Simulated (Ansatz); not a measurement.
# WS2 (layers cut from the bulk crystal): converging the G0W0 gap

How do accuracy and time trade against each other in G0W0 on WS2 (layers cut from the bulk crystal)?

Calculated with Ansatz 0.2.0; G0W0 on PBE, plane waves, PAW; PAW set soft_1.

### 1. The structure

The cell holds 3 atoms: 2 S and 1 W. Its edges and angles: a = 3.160 Å, b = 3.160 Å, c = 29.500 Å, α = 90.0°, β = 90.0°, γ = 120.0°. It derives from WS2. Vacuum lies along c.

The structure was relaxed with PBE-D3(BJ). The runs that relaxed it are not among those shown. Spin-orbit coupling is left out unless a step names it. The Coulomb interaction is cut off across the vacuum.

### 2. 135 empty bands, screening to 38 eV

G0W0 replaces the xc potential by the self-energy, built once from these orbitals. Only a window of levels is corrected, while the sums run over the empty bands that the input names. This step takes PAW set soft_1 files.

File input.yaml:

```yaml
crystal:
  lattice:
    - [3.1596916238, 0.0, 0.0]
    - [-1.5798458119, 2.7363732143, 0.0]
    - [0.0, 0.0, 29.5]
  atoms:
    - { symbol: S, position: [0.6666666667, 0.3333333333, 0.4465721937] }
    - { symbol: W, position: [0.3333333333, 0.6666666667, 0.5] }
    - { symbol: S, position: [0.6666666667, 0.3333333333, 0.5534278063] }
  periodic: [true, true, false]
kpoints:
  mp_grid: { grid: [9, 9, 1] }
hamiltonian:
  xc: pbe
  pseudopotentials: { kind: paw, azcp: { folder: soft_1 } }
scf:
  occupations: { method: fixed }
gw:
  n_empty_bands: 135
  ecut_chi: 38
  qp_bands: [v2, c2]
  qp_kpoints: band_edges
  screening: { model: contour_deformation }
```

Command:

```console
$ ansatz run input.yaml --threads 2 --pin off --max-ram 73728MiB --backend cuda --events-out ev --progress --plain --runs-dir out --devices 1 --max-vram 13GiB
```

Numbers of over 12 decimals in the logs are rounded to 6 here.

What it wrote:

```text
GPUs: using 1 of 1 available (devices: 1).
Engine: ansatz 0.2.0, x86_64-unknown-linux-gnu
Pseudopotentials: kind: paw
Pseudopotential: S, paw, valence charge 6, recommended cutoff 420 eV (normal), soft_1/S.paw.azcp
Pseudopotential: W, paw, valence charge 14, recommended cutoff 420 eV (normal), soft_1/W.paw.azcp
Functional definition: PBE
  parameter kappa = 0.804
  parameter beta = 0.066725
  exchange = pbe_x(kappa = kappa, mu = beta*pi^2/3)
  correlation = pbe_c(beta = beta)
device memory: the entry about to start is reckoned to put 1.1 GiB on a device that reports 36.8 GiB free (of which the cap on the GPU budget leaves the run 13.0 GiB)
GPU FFT provider: cuFFT
GPU libraries: cuBLAS 13.8.2, cuFFT 12.4.0, cuSOLVER 12.3.4
Crystal: 3 atoms, lattice volume = 255.060 Å³
Basis set: ecut = 420 eV, 4935 PW (Γ)
Bands: 17, of which v1, the nominal top of the filled ones, is band 13 counted from 1 (12 counted from 0)
Symmetry: 12 space group operations
Space group: P-6m2 (ITA 187), of the structure as read, at distance tolerance 6.3e-5 Å
k-points: 12 of 81 (time reversal used)
Non-local potential: S, projectors of the file, l = 0: 2, l = 1: 2, l = 2: 1
Non-local potential: W, projectors of the file, l = 0: 3, l = 1: 2, l = 2: 2, l = 3: 1
PAW form: soft (Blöchl's): semilocal exchange-correlation on the pseudo side does not see the compensation charge
PAW one-centre angular grid: S, 110 points (default); XC on 64 Gauss nodes
PAW one-centre angular grid: W, 590 points (default); XC on 64 Gauss nodes
Initial density: superposition of atomic densities (neutral atoms: chi_scale 0, normalization atom)
Initial wavefunctions: pseudopotential atomic-orbital guess
GPU buffer pool allocated for 115200 grid points (all kernels)
GPU transforms: local potential and band sums: pruned to the plane-wave sphere, on 24×24×200
Functional: x = pbe(κ = 0.804, μ = 0.219515), c = pbe(β = 0.066725)
SCF iter   1: F=—  HF=-12192.942532 eV  |F-HF|=—  |Δ(HF+E_count)|=         —  Δρ=2.15e-2  dr2=1.36e0  ethr=3.10e-3  ⟨swp⟩=7.8  Hψ=1484  notcnv=0  defer=17
preconditioner: auto → none  [insulator: Δε(μ)=1.923 eV  Ē_g=9.088 eV  n_scr=16 (ndim 8)  ℏωp=9.9 eV  f_vac=0.756  ε∞_Penn≈2.2]
SCF iter   2: F=—  HF=-12192.564052 eV  |F-HF|=—  |Δ(HF+E_count)|=   3.78e-1  Δρ=9.21e-3  dr2=2.31e-1  ethr=3.10e-3  ⟨swp⟩=4.4  Hψ=641  notcnv=0  defer=20
SCF iter   3: F=—  HF=-12192.593163 eV  |F-HF|=—  |Δ(HF+E_count)|=   2.91e-2  Δρ=7.58e-3  dr2=4.25e-1  ethr=8.90e-4  ⟨swp⟩=4.2  Hψ=477  notcnv=0  defer=24
SCF iter   4: F=—  HF=-12192.527576 eV  |F-HF|=—  |Δ(HF+E_count)|=   6.56e-2  Δρ=3.44e-3  dr2=1.93e-2  ethr=8.90e-4  ⟨swp⟩=4.1  Hψ=453  notcnv=0  defer=23
SCF iter   5: F=—  HF=-12192.526378 eV  |F-HF|=—  |Δ(HF+E_count)|=   1.20e-3  Δρ=6.11e-4  dr2=2.45e-3  ethr=7.41e-5  ⟨swp⟩=3.7  Hψ=439  notcnv=0  defer=24
SCF iter   6: F=—  HF=-12192.525966 eV  |F-HF|=—  |Δ(HF+E_count)|=   4.12e-4  Δρ=2.07e-4  dr2=7.31e-5  ethr=9.42e-6  ⟨swp⟩=4.3  Hψ=437  notcnv=0  defer=24
SCF iter   7: F=—  HF=-12192.525975 eV  |F-HF|=—  |Δ(HF+E_count)|=   8.80e-6  Δρ=5.59e-5  dr2=1.55e-5  ethr=2.81e-7  ⟨swp⟩=4.1  Hψ=521  notcnv=0  defer=24
SCF iter   8: F=—  HF=-12192.525971 eV  |F-HF|=—  |Δ(HF+E_count)|=   4.13e-6  Δρ=2.30e-5  dr2=3.03e-6  ethr=5.97e-8  ⟨swp⟩=3.5  Hψ=390  notcnv=0  defer=24
SCF iter   9: F=—  HF=-12192.525970 eV  |F-HF|=—  |Δ(HF+E_count)|=   6.37e-7  Δρ=3.88e-6  dr2=1.01e-7  ethr=1.17e-8  ⟨swp⟩=3.3  Hψ=408  notcnv=0  defer=24
SCF iter  10: F=-12192.525970 eV  HF=-12192.525970 eV  |F-HF|=6.95e-9  |Δ(HF+E_count)|=   1.48e-9  Δρ=1.31e-6  dr2=7.52e-9  ethr=3.85e-10  ⟨swp⟩=13.4  Hψ=1428  notcnv=0
SCF 1 converged in 10 iterations: F = -12192.525970 eV  dr2 = 7.52e-9
  greatest PAW one-centre occupation: 0.999 electrons in one spin orbital (limit 2), on the W atom at site 1 (counted from 0), in its partial waves of l = 0
device memory: the entry about to start is reckoned to put 1.2 GiB (of the 1.3 GiB reckoned in all, the device holds 0.1 GiB already) on a device that reports 40.5 GiB free (of which the cap on the GPU budget leaves the run 12.9 GiB)
NSCF: frozen V_eff on 12 k-points, pencils in batches of 32, up to order 68
the band table was solved once the SCF had ended and its energy, with any forces and stress, was formed, with the checks that follow a solve (1975 applications of the Hamiltonian). They found nothing against the state; the energy, forces and stress were not computed again (output.eigenvalues in the input reference)
device memory: the entry about to start is reckoned to put 3.0 GiB on a device that reports 40.5 GiB free (of which the cap on the GPU budget leaves the run 13.0 GiB)
NSCF: frozen V_eff on 12 k-points
G₀W₀ screening: q 1/12
[... further progress lines ...]
device memory: the entry about to start is reckoned to put 0.6 GiB on a device that reports 39.8 GiB free (of which the cap on the GPU budget leaves the run 13.0 GiB)
NSCF: frozen V_eff on 1 k-points
SCF converged after 10 iterations
Free energy (F): -12192.525970 eV
Harris-Foulkes:  -12192.525970 eV  (|F-HF|=6.95e-9)
Internal energy: -12192.525970 eV  (E = F + TS)
E sigma→0 (E₀):  -12192.525970 eV
Fermi energy:    -5.685111 eV
--- Per-component energies (eV) ---
  E_band       = -622.085129
  E_kinetic    = 634.160336
  E_local      = -43532.028465  (includes V_loc(G=0)·N_el)
  E_nonlocal   = 43.788371
  E_hartree    = 21405.275080
  E_xc         = -445.877768
  E_vxc        = -397.318485  (∫ρ·V_xc dr)
  E_paw        = -9794.686997  (= ΣΔE_a)
  E_vpaw       = -181.245823  (= ΣTr[D̂ρ^β])
  E_aug_tail   = 0.000155  (compensation charges beyond the density's cutoff)
  E_ewald      = 19496.843319
  E_smearing   = -0.000000  (= −TS)
  E_closure    = 0.000000  (closes the sum)
  Σ components = -12192.525970   (vs F -12192.525970, Δ=0.00e0)
--- Band table (eV; the first three rows and the last of 12) ---
  k-point 0: bands = [... 9 lower, -7.8795, -7.2531, -7.2531, -5.8174, -2.7460, -2.7460, -2.6145, -2.6145]
  k-point 1: bands = [... 9 lower, -8.2984, -7.5648, -7.0597, -5.9174, -3.0747, -2.8801, -2.7881, -2.3821]
  k-point 2: bands = [... 9 lower, -8.1891, -7.7853, -7.2769, -6.4188, -3.4315, -3.0667, -2.6307, -1.6883]
  k-point 11: bands = [... 9 lower, -9.5816, -8.9738, -8.1155, -5.6851, -3.7654, -2.3913, -1.6128, -0.0450]
--- G₀W₀: contour deformation, 6 samples at zero and on the imaginary axis and 3 off it, 81 q-points, 135 empty bands' worth ---
  eigenvalues of the whole cell's RPA ε∞ on this k-mesh (on a slab, of 1 + 4πα/V) = 1.1677, 3.6345, 3.6345; static W/v taken at q = 0 is 0.489932
  bands read: the sum over 148 bands ends inside a degenerate multiplet in 1 slot, whose members it reads at an even weight; the widest, k=0: bands 148 to 149 (counted from 1) at 1/2 each
  gw.qp_kpoints: band_edges: 10 of 12 stored k-points solved, in 1 pass; an edge of the gap read off the rows below is read off those points alone
    valence top: of the k-points left out ik 8 came nearest to being solved in a further pass, in band 13 (counted from 1, as in the quasiparticle table): it holds the edge there only if its correction is more favourable than any solved in that band by at least 0.578 eV; those differ by 0.214 eV
    conduction bottom: of the k-points left out ik 7 came nearest to being solved in a further pass, in band 14 (counted from 1, as in the quasiparticle table): it holds the edge there only if its correction is more favourable than any solved in that band by at least 0.481 eV; those differ by 0.209 eV
    ik  band        ε_KS         Σx   Σc(E_QP)       V_xc       Z   E_QP_lin       E_QP  E_QP is
     0    12     -7.2531   -20.2135     2.0169   -18.3075  0.7451    -7.1424    -7.1421  root
     0    13     -5.8174   -18.1772     1.1667   -17.0576  0.7480    -5.7704    -5.7703  root
     0    14     -2.7460   -13.6910    -3.5584   -18.3336  0.7485    -1.6264    -1.6618  root
     0    15     -2.7460   -13.6910    -3.5584   -18.3336  0.7485    -1.6264    -1.6618  root
     1    12     -7.0597   -18.7594     2.3850   -16.2950  0.7452    -7.1392    -7.1390  root
     1    13     -5.9174   -18.5673     1.2440   -17.3941  0.7467    -5.8468    -5.8466  root
     1    14     -3.0747   -13.1494    -3.2908   -17.3975  0.7459    -2.0897    -2.1174  root
     1    15     -2.8801   -13.6185    -3.6182   -18.2931  0.7534    -1.7917    -1.8237  root
     2    12     -7.2769   -18.2572     2.6741   -15.4066  0.7385    -7.4542    -7.4534  root
     2    13     -6.4188   -18.9757     1.4847   -17.5711  0.7416    -6.3389    -6.3387  root
     2    14     -3.4315   -12.7979    -3.2617   -16.9503  0.7521    -2.5190    -2.5408  root
     2    15     -3.0667   -14.4397    -3.3727   -18.8435  0.7418    -2.0026    -2.0356  root
     3    12     -7.2351   -19.5397     2.4388   -17.1091  0.7407    -7.2269    -7.2269  root
     3    13     -6.9261   -18.5843     1.7111   -16.8946  0.7373    -6.9047    -6.9047  root
     3    14     -3.1032   -13.5778    -3.5550   -18.0724  0.7451    -2.1365    -2.1636  root
     3    15     -3.0672   -15.3963    -3.6236   -20.0805  0.7404    -1.9709    -2.0066  root
     4    12     -6.9354   -19.0723     2.4166   -16.6435  0.7454    -6.9476    -6.9476  root
     4    13     -6.7210   -18.1319     1.7847   -16.3004  0.7454    -6.7678    -6.7677  root
     4    14     -2.7946   -16.5222    -3.9681   -21.5904  0.7339    -1.6512    -1.6945  root
     4    15     -2.4845   -14.7947    -4.0171   -19.8047  0.7303    -1.4511    -1.4916  root
     5    12     -6.9415   -18.5893     2.5255   -15.9511  0.7452    -7.0546    -7.0543  root
     5    13     -6.2143   -19.0485     1.4034   -17.7374  0.7434    -6.1222    -6.1219  root
     5    14     -3.4633   -12.8879    -3.1772   -16.9714  0.7519    -2.5347    -2.5570  root
     5    15     -3.0073   -14.0047    -3.4099   -18.4246  0.7425    -1.9654    -1.9974  root
[...]
10    12     -7.8654   -19.4076     2.9866   -16.2789  0.7224    -8.0083    -8.0076  root
    10    13     -6.0678   -18.7876     1.1530   -17.7604  0.7486    -5.9423    -5.9420  root
    10    14     -3.2676   -15.7410    -3.3155   -20.0721  0.7452    -2.2225    -2.2519  root
    10    15     -2.1891   -12.4888    -3.9645   -17.4596  0.7453    -1.1489    -1.1827  root
    11    12     -8.1155   -19.8636     3.0950   -16.6436  0.7130    -8.2410    -8.2405  root
    11    13     -5.6851   -18.8194     0.8369   -18.1494  0.7518    -5.5186    -5.5181  root
    11    14     -3.7654   -15.8388    -3.0501   -19.9091  0.7531    -2.7200    -2.7452  root
    11    15     -2.3913   -12.1305    -3.8912   -17.0045  0.7489    -1.3784    -1.4085  root
```

Wall time 20 s (1 × NVIDIA H100 80GB HBM3 (shared by 6 runs) with 2 threads of AMD EPYC 7R13 (Zen 3), shared host); peak memory 1.3 GiB.

The column dr2 measures how far the density is from self-consistency, as an energy; F and HF (Harris–Foulkes) agree once it is small.

This step gave:

```
bands summed                                 : 148
plane waves in the screening matrix          : 155
q-points in the mesh                         : 81
G0W0 gap on the mesh                         : 2.773 eV
k of the valence top                         : 0.3333, 0.3333, 0
k of the conduction bottom                   : 0.3333, 0.3333, 0
starting gap on the mesh                     : 1.920 eV
Z at the valence top                         : 0.7518
Z at the conduction bottom                   : 0.7531
least direct G0W0 gap on the computed points : 2.773 eV
```

The gap on the mesh goes from 1.92 eV to 2.77 eV, a correction of +0.85 eV. Between the two edge states, bare exchange in place of the xc potential would open the gap by 4.74 eV, and correlation takes back 3.89 eV.

### 3. 339 empty bands, screening to 70 eV

Bands and screening cutoff are moved together, since each hides the error of the other.

Edit input.yaml of step 2 so:

```diff
@@ -17,5 +17,6 @@
   occupations: { method: fixed }
+  convergence: { dr2_threshold: 1.0e-10 }
 gw:
-  n_empty_bands: 135
-  ecut_chi: 38
+  n_empty_bands: 339
+  ecut_chi: 70.0
   qp_bands: [v2, c2]
```

What it wrote:

```text
GPUs: using 1 of 1 available (devices: 1).
[...]
GPU FFT provider: cuFFT
GPU libraries: cuBLAS 13.8.2, cuFFT 12.4.0, cuSOLVER 12.3.4
Crystal: 3 atoms, lattice volume = 255.060 Å³
Basis set: ecut = 420 eV, 4935 PW (Γ)
Bands: 17, of which v1, the nominal top of the filled ones, is band 13 counted from 1 (12 counted from 0)
[... 1 set-up line as in the run before ...]
[...]
k-points: 12 of 81 (time reversal used)
[...]
GPU buffer pool allocated for 115200 grid points (all kernels)
[...]
SCF iter   1: F=—  HF=-12192.942532 eV  |F-HF|=—  |Δ(HF+E_count)|=         —  Δρ=2.15e-2  dr2=1.36e0  ethr=3.10e-3  ⟨swp⟩=7.8  Hψ=1484  notcnv=0  defer=17
[...]
SCF iter  12: F=-12192.525970 eV  HF=-12192.525970 eV  |F-HF|=3.64e-12  |Δ(HF+E_count)|=  3.80e-10  Δρ=8.44e-8  dr2=2.16e-11  ethr=1.00e-12  ⟨swp⟩=12.0  Hψ=1663  notcnv=0
SCF 1 converged in 12 iterations: F = -12192.525970 eV  dr2 = 2.16e-11
[...]
NSCF: frozen V_eff on 12 k-points, pencils in batches of 32, up to order 68
[...]
NSCF: frozen V_eff on 12 k-points
G₀W₀ screening: q 1/12
[... further progress lines ...]
[...]
SCF converged after 12 iterations
Free energy (F): -12192.525970 eV
[...]
Internal energy: -12192.525970 eV  (E = F + TS)
E sigma→0 (E₀):  -12192.525970 eV
Fermi energy:    -5.685149 eV
[...]
--- Band table (eV; the first three rows and the last of 12) ---
  k-point 0: bands = [... 9 lower, -7.8795, -7.2531, -7.2531, -5.8174, -2.7460, -2.7460, -2.6145, -2.6145]
  k-point 1: bands = [... 9 lower, -8.2984, -7.5648, -7.0597, -5.9174, -3.0747, -2.8801, -2.7881, -2.3822]
  k-point 2: bands = [... 9 lower, -8.1891, -7.7853, -7.2769, -6.4189, -3.4316, -3.0667, -2.6307, -1.6883]
  k-point 11: bands = [... 9 lower, -9.5816, -8.9738, -8.1155, -5.6851, -3.7654, -2.3914, -1.6128, -0.0451]
[...]
0    12     -7.2531   -20.2135     1.6940   -18.3076  0.7373    -7.4661    -7.4651  root
     0    13     -5.8174   -18.1773     0.8771   -17.0576  0.7412    -6.0612    -6.0600  root
     0    14     -2.7460   -13.6910    -3.8851   -18.3336  0.7409    -1.9732    -1.9885  root
     0    15     -2.7460   -13.6910    -3.8851   -18.3336  0.7409    -1.9732    -1.9885  root
     1    12     -7.0597   -18.7594     2.0886   -16.2950  0.7380    -7.4388    -7.4354  root
     1    13     -5.9174   -18.5674     0.9460   -17.3941  0.7396    -6.1457    -6.1447  root
     1    14     -3.0747   -13.1495    -3.5973   -17.3976  0.7380    -2.4125    -2.4240  root
     1    15     -2.8801   -13.6185    -3.9269   -18.2931  0.7464    -2.1181    -2.1325  root
[...]
11    12     -8.1155   -19.8636     2.8254   -16.6436  0.7062    -8.5156    -8.5100  root
    11    13     -5.6851   -18.8194     0.5074   -18.1494  0.7446    -5.8481    -5.8477  root
    11    14     -3.7654   -15.8388    -3.4053   -19.9091  0.7453    -3.0910    -3.1005  root
    11    15     -2.3914   -12.1305    -4.1599   -17.0045  0.7429    -1.6627    -1.6772  root
```

Run time: 49 s. Hardware: 1 × NVIDIA H100 80GB HBM3 (shared by 6 runs) with 2 threads; peak memory 1.7 GiB.

Numbers from this step:

- bands summed: 352
- plane waves in the screening matrix: 329
- q-points in the mesh: 81
- G0W0 gap on the mesh: 2.747 eV
- k of the valence top: 0.3333, 0.3333, 0
- k of the conduction bottom: 0.3333, 0.3333, 0
- starting gap on the mesh: 1.920 eV
- Z at the valence top: 0.7446
- Z at the conduction bottom: 0.7453
- least direct G0W0 gap on the computed points: 2.747 eV

Against the run with 9×9×1 mesh, 135 empty bands, screening to 38 eV, PAW set soft_1 files, the gap moves by −0.03 eV.

### 4. Convergence and cost

Times are wall times on 1 × NVIDIA H100 80GB HBM3 (shared by 6 runs) with 2 threads of AMD EPYC 7R13 (Zen 3), shared host, good to a factor of about two.

```
 mesh           files            frequency  bands summed  cutoff (eV)  start (eV)  G0W0 (eV)  time  host memory (GiB)
9×9×1  PAW set soft_1  contour deformation           148           38       1.920      2.773  20 s                1.3
9×9×1  PAW set soft_1  contour deformation           352           70       1.920      2.747  49 s                1.7
```

The parts of the quasiparticle energy at the two band edges (eV; QP = start + Σx + Σc − Vxc):

```
      run               edge  start      Σx     Σc     Vxc     Z     QP
148 bands        valence top  -5.69  -18.82   0.84  -18.15  0.75  -5.52
148 bands  conduction bottom  -3.77  -15.84  -3.05  -19.91  0.75  -2.75
352 bands        valence top  -5.69  -18.82   0.51  -18.15  0.74  -5.85
352 bands  conduction bottom  -3.77  -15.84  -3.41  -19.91  0.75  -3.10
```

### 5. Outcome

| Item | Value |
| --- | --- |
| 148 bands, 38 eV | 2.773 eV |
| 352 bands, 70 eV | 2.747 eV |
| estimated limit in bands and cutoff | 2.73 eV |
| mesh and start | 9×9×1, PBE |

A line in one over the bands through the two rungs gives 2.73 eV, −0.02 eV from the top rung; with two points alone it is an unchecked estimate. The rungs stand 0.04 eV (148 bands) and 0.02 eV (352 bands) from it. From 148 to 352 bands the gap moves by −0.03 eV while the time grows 2.4-fold. Σc changes by −0.33 eV at the valence top and −0.36 eV at the conduction bottom, so the levels themselves move more than the gap between them. The mesh in the plane is coarse for a sheet; gap and any exciton binding can still move on denser ones. The many-body steps are scalar-relativistic: spin-orbit coupling is not in them.

[Paths, hosts, dates, memory and timing lines, banners, echoed tables and standing remarks are left out of the program output.]

[Logs are printed without paths, hosts, clocks, repeated set-up lines and the standing remarks that a program may print on its own settings, such as how far it seeks lower states.]

[Runs of the session that timed out or met a known fault of the program may be left out.]

[Cells called generated may have been cut or substituted from an entry of the Crystallography Open Database or the Materials Project.]

[Hosts, paths, dates, database ids (printed as entryN), source tags and the programs' standing remarks are cut or masked in the printed files.]
